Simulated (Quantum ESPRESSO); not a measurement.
# La2O3 (P-3m1) in Quantum ESPRESSO: settings compared

Aim: see how the results for La2O3 move with the level of theory and the settings. Levels: PBEsol, PBE. Tasks: single point.

Everything below comes from runs of Quantum ESPRESSO 7.5. Logs are shortened: lines on timing, memory, paths and dates and some standing lists are left out, and cuts for length are marked.

## (1) Starting point

The structure is trigonal, space group P-3m1 (No. 164). Conventional cell: a = 3.931 Å, b = 3.931 Å, c = 6.112 Å, α = 90.00°, β = 90.00°, γ = 120.00°. Around La (site symmetry 3m) lie 4 O at 2.36 to 2.44 Å. Around O (site symmetry -3m) lie 6 La at 2.72 Å. Around O (site symmetry 3m) lie 4 La at 2.36 to 2.44 Å.

The cell is a database's computed one.

## (2) Single point, PBEsol

The input, pw.in:

```
&CONTROL
  calculation = 'scf'
  prefix = 'pwscf'
  outdir = './tmp'
  pseudo_dir = './pseudo'
  tprnfor = .true.
  tstress = .true.
  disk_io = 'low'
/
&SYSTEM
  ibrav = 0
  celldm(1) = 8
  nat = 5
  ntyp = 2
  ecutwfc = 45
  ecutrho = 360
  nbnd = 28
  occupations = 'smearing'
  smearing = 'fd'
  degauss = 0.00367493
/
&ELECTRONS
  conv_thr = 1d-09
  electron_maxstep = 120
  mixing_beta = 0.5
/
ATOMIC_SPECIES
La   138.9055 la_pbesol_v1.uspp.F.UPF
O     15.9990 o_pbesol_v1.2.uspp.F.UPF
CELL_PARAMETERS alat
  0.9285117057697   0.0000000000000   0.0000000000000
 -0.4642558528849   0.8041147249121   0.0000000000000
  0.0000000000000   0.0000000000000   1.4437397799053
ATOMIC_POSITIONS crystal
La     0.3333333333    0.6666666667    0.2462356800
La     0.6666666667    0.3333333333    0.7537643200
O      0.0000000000    0.0000000000    0.0000000000
O      0.3333333333    0.6666666667    0.6458906500
O      0.6666666667    0.3333333333    0.3541093500
K_POINTS automatic
8 8 5 0 0 0
```

The input, pp_density.in:

```
&INPUTPP
  prefix = 'pwscf'
  outdir = './tmp'
  filplot = 'density.dat'
  plot_num = 0
/
&PLOT
  nfile = 1
  filepp(1) = 'density.dat'
  iflag = 3
  output_format = 6
  fileout = 'density.cube'
/
```

The input, pp_potential.in:

```
&INPUTPP
  prefix = 'pwscf'
  outdir = './tmp'
  filplot = 'potential.dat'
  plot_num = 11
/
&PLOT
  nfile = 1
  filepp(1) = 'potential.dat'
  iflag = 3
  output_format = 6
  fileout = 'potential.cube'
/
```

Potentials or basis: GBRV 1.5 PBEsol.

Run with:

```console
> OMP_NUM_THREADS=1 mpirun -n 2 pw.x -nk 2 -in pw.in > pw.out
> OMP_NUM_THREADS=1 mpirun -n 1 pp.x -in pp_density.in > pp_density.out
> OMP_NUM_THREADS=1 mpirun -n 1 pp.x -in pp_potential.in > pp_potential.out
```

pw.out:

```text
This program is part of the open-source Quantum ESPRESSO suite
     for quantum simulation of materials; please cite
[... 13 lines left out ...]
     --------------------
     sticks:   dense  smooth     PW     G-vecs:    dense   smooth      PW
     Sum        1369     673    199                63669    22501    3573

     Using Slab Decomposition

     bravais-lattice index     =            0
     lattice parameter (alat)  =       8.0000  a.u.
     unit-cell volume          =     551.9049 (a.u.)^3
     number of atoms/cell      =            5
     number of atomic types    =            2
     number of electrons       =        40.00
     number of Kohn-Sham states=           28
     kinetic-energy cutoff     =      45.0000  Ry
     charge density cutoff     =     360.0000  Ry
     scf convergence threshold =      1.0E-09
     mixing beta               =       0.5000
     number of iterations used =            8  plain     mixing
     Exchange-correlation= SLA  PW   PSX  PSC
                           (   1   4  10   8   0   0   0)

     celldm(1)=   8.000000  celldm(2)=   0.000000  celldm(3)=   0.000000
     celldm(4)=   0.000000  celldm(5)=   0.000000  celldm(6)=   0.000000

     crystal axes: (cart. coord. in units of alat)
               a(1) = (   0.928512   0.000000   0.000000 )
               a(2) = (  -0.464256   0.804115   0.000000 )
               a(3) = (   0.000000   0.000000   1.443740 )

     reciprocal axes: (cart. coord. in units 2 pi/alat)
               b(1) = (  1.076992  0.621802 -0.000000 )
               b(2) = (  0.000000  1.243604  0.000000 )
               b(3) = (  0.000000 -0.000000  0.692646 )

     PseudoPot. # 1 for La read from file:
     la_pbesol_v1.uspp.F.UPF
     Pseudo is Ultrasoft + core correction, Zval = 11.0
     Generated by new atomic code, or converted to UPF format
     Using radial grid of  995 points,  8 beta functions with:
                l(1) =   0
                l(2) =   0
                l(3) =   1
                l(4) =   1
                l(5) =   2
                l(6) =   2
                l(7) =   3
                l(8) =   3
     Q(r) pseudized with  8 coefficients,  rinner =    1.700   1.700   1.700
                                                       1.700   1.700   1.700
                                                       1.700

     PseudoPot. # 2 for O  read from file:
     o_pbesol_v1.2.uspp.F.UPF
     Pseudo is Ultrasoft + core correction, Zval =  6.0
     Generated by new atomic code, or converted to UPF format
     Using radial grid of  737 points,  5 beta functions with:
                l(1) =   0
                l(2) =   0
                l(3) =   1
                l(4) =   1
                l(5) =   2
     Q(r) pseudized with  8 coefficients,  rinner =    0.900   0.900   0.900
                                                       0.900   0.900

     atomic species   valence    mass     pseudopotential
     La               11.00   138.90550     La( 1.00)
     O                 6.00    15.99900     O ( 1.00)

     12 Sym. Ops., with inversion, found

   Cartesian axes

     site n.     atom                  positions (alat units)
         1        La     tau(   1) = (  -0.0000000   0.5360765   0.3555002  )
         2        La     tau(   2) = (   0.4642559   0.2680382   1.0882395  )
         3        O      tau(   3) = (   0.0000000   0.0000000   0.0000000  )
         4        O      tau(   4) = (  -0.0000000   0.5360765   0.9324980  )
         5        O      tau(   5) = (   0.4642559   0.2680382   0.5112418  )

     number of k points=    40  Fermi-Dirac smearing, width (Ry)=  0.0037
                       cart. coord. in units 2pi/alat
        k(    1) = (   0.0000000   0.0000000   0.0000000), wk =   0.0062500
        k(    2) = (   0.0000000   0.0000000   0.1385291), wk =   0.0125000
        k(    3) = (   0.0000000   0.0000000   0.2770582), wk =   0.0125000
        k(    4) = (   0.0000000   0.1554505   0.0000000), wk =   0.0375000
        k(    5) = (   0.0000000   0.1554505   0.1385291), wk =   0.0375000
        k(    6) = (   0.0000000   0.1554505   0.2770582), wk =   0.0375000
[... 32 lines left out ...]
        k(   39) = (  -0.1346240   0.5440766  -0.1385291), wk =   0.0750000
        k(   40) = (  -0.1346240   0.5440766  -0.2770582), wk =   0.0750000

     Dense  grid:    63669 G-vectors     FFT dimensions: (  45,  45,  72)

     Smooth grid:    22501 G-vectors     FFT dimensions: (  32,  32,  50)

     Check: negative core charge=   -0.000002

     Initial potential from superposition of free atoms

     starting charge      39.9412, renormalised to      40.0000

     negative rho (up, down):  1.502E-01 0.000E+00
     Starting wfcs are   52 randomized atomic wfcs

     Self-consistent Calculation

     iteration #  1     ecut=    45.00 Ry     beta= 0.50
     Davidson diagonalization with overlap
     ethr =  1.00E-02,  avg # of iterations =  2.0

     negative rho (up, down):  1.482E-01 0.000E+00

     total energy              =    -301.20428022 Ry
     estimated scf accuracy    <       1.68456965 Ry

     iteration #  2     ecut=    45.00 Ry     beta= 0.50
     Davidson diagonalization with overlap
     ethr =  4.21E-03,  avg # of iterations =  4.0

     negative rho (up, down):  1.157E-01 0.000E+00

     total energy              =    -301.55909689 Ry
     estimated scf accuracy    <       1.75895763 Ry
[... 43 lines left out ...]
     total energy              =    -301.89186222 Ry
     estimated scf accuracy    <       0.00789283 Ry

     iteration #  8     ecut=    45.00 Ry     beta= 0.50
     Davidson diagonalization with overlap
     ethr =  1.97E-05,  avg # of iterations =  2.6

     negative rho (up, down):  1.088E-01 0.000E+00

     total energy              =    -301.89341715 Ry
     estimated scf accuracy    <       0.00003449 Ry

     iteration #  9     ecut=    45.00 Ry     beta= 0.50
     Davidson diagonalization with overlap
     c_bands:  1 eigenvalues not converged
     c_bands:  1 eigenvalues not converged
     ethr =  8.62E-08,  avg # of iterations = 13.5

     negative rho (up, down):  1.102E-01 0.000E+00

     total energy              =    -301.89355117 Ry
     estimated scf accuracy    <       0.00051534 Ry

     iteration # 10     ecut=    45.00 Ry     beta= 0.50
     Davidson diagonalization with overlap
     ethr =  8.62E-08,  avg # of iterations =  5.1

     negative rho (up, down):  1.105E-01 0.000E+00

     total energy              =    -301.89359179 Ry
     estimated scf accuracy    <       0.00003511 Ry

     iteration # 11     ecut=    45.00 Ry     beta= 0.50
     Davidson diagonalization with overlap
     ethr =  8.62E-08,  avg # of iterations =  1.8
[... 60 lines left out ...]
     iteration # 18     ecut=    45.00 Ry     beta= 0.50
     Davidson diagonalization with overlap
     ethr =  3.46E-12,  avg # of iterations =  4.9

     negative rho (up, down):  1.107E-01 0.000E+00

     total energy              =    -301.89359264 Ry
     estimated scf accuracy    <          5.8E-09 Ry

     iteration # 19     ecut=    45.00 Ry     beta= 0.50
     Davidson diagonalization with overlap
     ethr =  3.46E-12,  avg # of iterations =  4.0

     negative rho (up, down):  1.107E-01 0.000E+00

     End of self-consistent calculation

          k = 0.0000 0.0000 0.0000 (  2815 PWs)   bands (ev):

   -20.0830 -19.8371  -7.1087  -5.8034  -5.3750  -3.5004  -3.5004  -3.2610
    -3.2610  -3.1536  -2.3658   7.3413   7.3413   7.5348   7.5348   7.6548
     8.0509   9.3656   9.3656   9.6363  14.0238  14.3575  14.3575  14.8520
    15.3003  15.3051  15.3052  15.4767

          k = 0.0000 0.0000 0.1385 (  2779 PWs)   bands (ev):

   -20.0606 -19.8611  -7.0472  -5.8032  -5.4912  -3.4804  -3.4804  -3.2818
    -3.2818  -3.0692  -2.3742   7.1700   7.1700   7.3741   7.6976   7.6976
     8.3434   9.3962   9.3962   9.4226  14.1587  14.4253  14.4253  15.0239
    15.1494  15.3051  15.3051  15.6186

          k = 0.0000 0.0000 0.2771 (  2790 PWs)   bands (ev):

   -20.0023 -19.9221  -6.9276  -5.8461  -5.6445  -3.4328  -3.4328  -3.3305
    -3.3305  -2.9408  -2.3916   7.0245   7.0245   7.1456   7.8241   7.8241
     8.6469   9.0364   9.4532   9.4532  14.4374  14.5327  14.5327  14.8900
    15.3120  15.3124  15.4036  15.4686
[... 52 lines left out ...]
   -19.8972 -19.7981  -7.4042  -7.2228  -5.4310  -3.9626  -3.7835  -3.4553
    -3.3896  -2.0785  -1.8316   7.2373   7.7787   7.9680   8.4026   8.5003
     8.5698   9.2148   9.3599   9.4044  13.9722  14.4410  15.0220  15.0341
    15.1928  15.2783  15.3519  15.3607

          k = 0.0000 0.4664 0.2771 (  2814 PWs)   bands (ev):

   -19.8687 -19.8268  -7.4990  -7.2063  -5.3322  -3.7836  -3.6794  -3.5672
    -3.4785  -2.2852  -1.6824   6.9690   7.5423   8.0796   8.3423   8.5073
     8.5419   9.2485   9.2639   9.6659  14.2639  14.4161  14.9365  14.9921
    15.2487  15.2552  15.3516  15.3578

          k = 0.0000-0.6218 0.0000 (  2806 PWs)   bands (ev):

   -19.8675 -19.7882  -7.4090  -7.3906  -5.5158  -4.1260  -3.8755  -3.4339
    -3.3071  -1.9084  -1.8386   7.4969   7.7296   7.7877   8.4536   8.9824
     9.0210   9.1030   9.3317   9.4554  13.5720  14.5529  15.0513  15.1002
    15.2019  15.2598  15.3007  15.3593

          k = 0.0000-0.6218 0.1385 (  2810 PWs)   bands (ev):

   -19.8601 -19.7954  -7.5284  -7.3283  -5.4683  -3.9607  -3.8361  -3.4790
    -3.3871  -2.1309  -1.6572   7.1267   7.7785   7.8479   8.5437   8.8445
     8.9603   9.1952   9.3595   9.4933  13.7474  14.5484  15.0463  15.0987
    15.2096  15.2318  15.3024  15.3360

          k = 0.0000-0.6218 0.2771 (  2826 PWs)   bands (ev):

   -19.8412 -19.8139  -7.6211  -7.3284  -5.3718  -3.7310  -3.6610  -3.5934
    -3.5196  -2.3795  -1.5231   6.7556   7.6061   8.1375   8.6521   8.7204
     8.7798   9.0755   9.3836   9.7121  14.0966  14.4608  14.9797  15.1309
    15.1759  15.2437  15.3027  15.3310

          k = 0.1346 0.2332 0.0000 (  2810 PWs)   bands (ev):

   -20.0080 -19.8089  -7.1450  -6.5062  -5.8088  -3.6896  -3.3599  -3.2710
    -3.0655  -2.9087  -2.1523   7.2205   7.6651   7.8381   7.8651   7.8699
     8.7783   8.9637   9.1914   9.5893  14.0626  14.3900  14.7267  15.0944
    15.2461  15.2506  15.4332  15.4649

          k = 0.1346 0.2332 0.1385 (  2813 PWs)   bands (ev):

   -19.9898 -19.8281  -7.1548  -6.5416  -5.7237  -3.6731  -3.4157  -3.3212
    -3.1783  -2.7448  -2.1307   7.2334   7.5113   7.7251   7.7825   8.1088
     8.4030   9.1482   9.3781   9.5363  14.0794  14.4831  14.7928  15.0467
    15.2587  15.2846  15.3267  15.4707
[... 122 lines left out ...]
   -19.8963 -19.7991  -7.4355  -7.1104  -5.7149  -3.7949  -3.5914  -3.4419
    -3.3151  -2.4227  -1.7312   7.1650   7.6864   7.6958   8.2311   8.7244
     8.8798   9.3276   9.3397   9.5469  13.7019  14.7041  14.9507  15.0881
    15.1709  15.2712  15.3687  15.3761

          k = 0.0000 0.4664-0.2771 (  2814 PWs)   bands (ev):

   -19.8672 -19.8283  -7.5043  -7.1604  -5.5066  -3.6984  -3.5470  -3.5177
    -3.4252  -2.5044  -1.6495   6.9224   7.5379   7.8418   8.2463   8.5480
     8.8460   9.2035   9.4492   9.6591  14.0308  14.6405  14.8987  14.9986
    15.2228  15.2633  15.3419  15.3587

          k =-0.1346 0.3886-0.1385 (  2814 PWs)   bands (ev):

   -19.9196 -19.8039  -7.3366  -6.9809  -5.8080  -3.8551  -3.5555  -3.4148
    -3.1104  -2.5099  -1.8254   7.2942   7.7314   7.8016   7.9324   8.4790
     8.6795   9.2863   9.3578   9.5529  13.8379  14.6042  14.8713  15.0505
    15.2345  15.2841  15.3577  15.4140

          k =-0.1346 0.3886-0.2771 (  2814 PWs)   bands (ev):

   -19.8853 -19.8386  -7.3860  -7.0534  -5.5961  -3.7459  -3.6823  -3.4968
    -3.1574  -2.3806  -1.8569   7.2205   7.5299   7.7759   7.8637   8.2863
     8.8249   9.1518   9.5072   9.6519  14.1334  14.6544  14.7278  15.0419
    15.2134  15.2899  15.3397  15.4146

          k =-0.1346 0.5441-0.1385 (  2821 PWs)   bands (ev):

   -19.8604 -19.7952  -7.4943  -7.2762  -5.7082  -3.9338  -3.6636  -3.6276
    -3.2353  -2.1617  -1.6605   7.2495   7.8156   7.8918   8.2837   8.7575
     9.1094   9.2055   9.3403   9.4593  13.7442  14.5500  14.9321  15.0570
    15.1954  15.2697  15.3334  15.3480

          k =-0.1346 0.5441-0.2771 (  2821 PWs)   bands (ev):

   -19.8409 -19.8144  -7.5642  -7.3112  -5.5934  -3.8181  -3.6882  -3.5130
    -3.3060  -2.2847  -1.6390   6.9249   7.6493   7.9909   8.3685   8.6498
     8.8523   9.2220   9.4685   9.6788  14.0767  14.4776  14.8937  15.0630
    15.2055  15.2545  15.3157  15.3497

     the Fermi energy is    11.5309 ev

!    total energy              =    -301.89359264 Ry
     estimated scf accuracy    <          2.0E-12 Ry
     smearing contrib. (-TS)   =       0.00000000 Ry
     internal energy E=F+TS    =    -301.89359264 Ry

     The total energy is F=E-TS. E is the sum of the following terms:
     one-electron contribution =     -25.47135500 Ry
     hartree contribution      =      39.11128356 Ry
     xc contribution           =    -119.70061336 Ry
     ewald contribution        =    -195.83290784 Ry

     convergence has been achieved in  19 iterations

     negative rho (up, down):  1.107E-01 0.000E+00

     Forces acting on atoms (cartesian axes, Ry/au):

     atom    1 type  1   force =     0.00000000    0.00000000    0.00297804
     atom    2 type  1   force =    -0.00000000   -0.00000000   -0.00297804
     atom    3 type  2   force =     0.00000000   -0.00000000    0.00000000
     atom    4 type  2   force =     0.00000000    0.00000000   -0.00034937
     atom    5 type  2   force =     0.00000000    0.00000000    0.00034937

     Total force =     0.004240     Total SCF correction =     0.000002

     Computing stress (Cartesian axis) and pressure

     negative rho (up, down):  1.107E-01 0.000E+00
          total   stress  (Ry/bohr**3)                   (kbar)     P=      -27.04
  -0.00018985  -0.00000000  -0.00000000          -27.93       -0.00       -0.00
  -0.00000000  -0.00018985  -0.00000000           -0.00      -27.93       -0.00
   0.00000000   0.00000000  -0.00017182            0.00        0.00      -25.28

=------------------------------------------------------------------------------=
   JOB DONE.
=------------------------------------------------------------------------------=
```

Run time: 2.6 min. Hardware: 2 MPI ranks of Intel Xeon Platinum 8259CL at 2.50GHz (Skylake/Cascade Lake), shared host; peak memory 0.78 GiB.

What came out:

| Item | Value |
| --- | --- |
| Free energy | -4107.4716 eV |
| Pressure | -2.7 GPa |
| Largest force | 0.077 eV/Å |
| Band gap on the k mesh | 3.85 eV, indirect (least direct gap 3.99 eV) |

Forces on the atoms (eV/Å):
```
La   0.000  0.000  0.077
La   0.000  0.000 -0.077
O    0.000  0.000  0.000
O    0.000  0.000 -0.009
O    0.000  0.000  0.009
```

Stress tensor (GPa, compression positive):
```
-2.79  0.00  0.00
 0.00 -2.79  0.00
 0.00  0.00 -2.53
```

Caveat: spin-orbit coupling is left out, which moves the levels of the heavy elements; an odd mesh through Γ misses points on the zone boundary, where band edges often lie.

## (3) Single point, PBE

The input, pw.in:

```
&CONTROL
  calculation = 'scf'
  prefix = 'pwscf'
  outdir = './tmp'
  pseudo_dir = './pseudo'
  tprnfor = .true.
  tstress = .true.
  disk_io = 'nowf'
/
&SYSTEM
  ibrav = 0
  nat = 5
  ntyp = 2
  ecutwfc = 55
  ecutrho = 440
  nbnd = 28
  occupations = 'smearing'
  smearing = 'fd'
  degauss = 0.00367493
/
&ELECTRONS
  conv_thr = 1d-09
  electron_maxstep = 120
  mixing_beta = 0.5
/
ATOMIC_SPECIES
La   138.9055 La.paw.z_11.atompaw.wentzcovitch.v1.2.upf
O     15.9990 O.pbe-n-kjpaw_psl.0.1.UPF
CELL_PARAMETERS angstrom
   3.9307778780    0.0000000000    0.0000000000
  -1.9653889390    3.4041534990    0.0000000000
   0.0000000000    0.0000000000    6.1119535200
ATOMIC_POSITIONS crystal
La     0.3333333333    0.6666666667    0.2462356800
La     0.6666666667    0.3333333333    0.7537643200
O      0.0000000000    0.0000000000    0.0000000000
O      0.3333333333    0.6666666667    0.6458906500
O      0.6666666667    0.3333333333    0.3541093500
K_POINTS automatic
8 8 5 0 0 0
```

Potentials or basis: SSSP 1.3 efficiency PBE.

Run with:

```console
> OMP_NUM_THREADS=1 mpirun -n 2 pw.x -nk 2 -in pw.in > pw.out
```

Run time: 2.3 min. Hardware: 2 MPI ranks of Intel Xeon 6975P-C (Granite Rapids), shared host; peak memory 1 GiB.

The run converged. Its results:

```yaml
Free_energy: -14180.8309 eV
Pressure: 2.4 GPa
Largest_force: 0.053 eV/Å
Band_gap_on_the_k_mesh: 3.89 eV, indirect (least direct gap 4.06 eV)
```

Forces in eV/Å, atoms in the order of the input:
```
La   0.000  0.000 -0.053
La   0.000  0.000  0.053
O    0.000  0.000  0.000
O    0.000  0.000  0.002
O    0.000  0.000 -0.002
```

Stress tensor (GPa, compression positive):
```
2.32 0.00 0.00
0.00 2.32 0.00
0.00 0.00 2.45
```

Levels at points of the mesh, in eV from the valence-band top:
```tsv
k point	band 17	band 18	band 19	band 20	band 21	band 22	band 23	band 24
(0.00, 0.00, 0.00)	-1.63	-0.34	-0.34	-0.08	4.35	4.63	4.63	5.20
(0.00, -0.50, 0.00)	-0.70	-0.63	-0.38	-0.26	3.89	4.76	5.21	5.24
```

Caveat: spin-orbit coupling is left out, which moves the levels of the heavy elements; an odd mesh through Γ misses points on the zone boundary, where band edges often lie.
